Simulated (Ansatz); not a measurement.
Relaxed bulk TiC:

Space group Fm-3m (No. 225). a = 4.293 Å, b = 4.293 Å, c = 4.293 Å, α = 90.00°, β = 90.00°, γ = 90.00°
```
atom site symmetry x y z
  Ti    4a m-3m  0.0000  0.0000  0.0000
   C    4b m-3m  0.5000  0.0000  0.0000
```

Miller indices refer to the conventional cell of Fm-3m (No. 225), a = 4.293 Å, b = 4.293 Å, c = 4.293 Å, α = 90.00°, β = 90.00°, γ = 90.00°.

The (111) slab of 11 planes, 12.4 Å thick with 15 Å of vacuum as cut; outer planes C (top) and C (bottom).

The calculation used Ansatz, DFT PBEsol, scalar-relativistic, plane waves, PAW. Settings: cutoff 420 eV, Γ-centred mesh 12×12×1 on the computed 11-atom cell, Gaussian smearing of 0.10 eV; no spin polarisation. The cell repeats along c with a dipole correction in the vacuum.

The slab isn't stoichiometric (Ti5C6), so its surface energy depends on the chemical potentials; it is given with the excess atoms taken from the element's standard state, a limit at which the compound may itself be unstable, so the figure can be too low.

With the atoms at the bulk's places:

```
Surface energy with the excess atoms taken from the elements : 8.52 J/m²
Work function                                                : 6.71 eV
```

(1) What changes when all atoms relax within this surface cell and its symmetry?

## Answers

(1) The energy falls by 0.107 J/m² a face, and the largest move is 0.11 Å.

| Item | Value |
| --- | --- |
| Surface energy with the excess atoms taken from the elements | 8.42 J/m² |
| Work function | 6.71 eV |

```tsv
plane (bottom to top)	atoms	spacing to next, bulk (Å)	relaxed (Å)	change (%)
1	C	1.239	1.121	-9.6
2	Ti	1.239	1.238	-0.1
3	C	1.239	1.250	+0.9
4	Ti	1.239	1.231	-0.7
5	C	1.239	1.244	+0.4
6	Ti	1.239	1.244	+0.4
7	C	1.239	1.231	-0.7
8	Ti	1.239	1.250	+0.9
9	C	1.239	1.238	-0.1
10	Ti	1.239	1.121	-9.6
11	C
```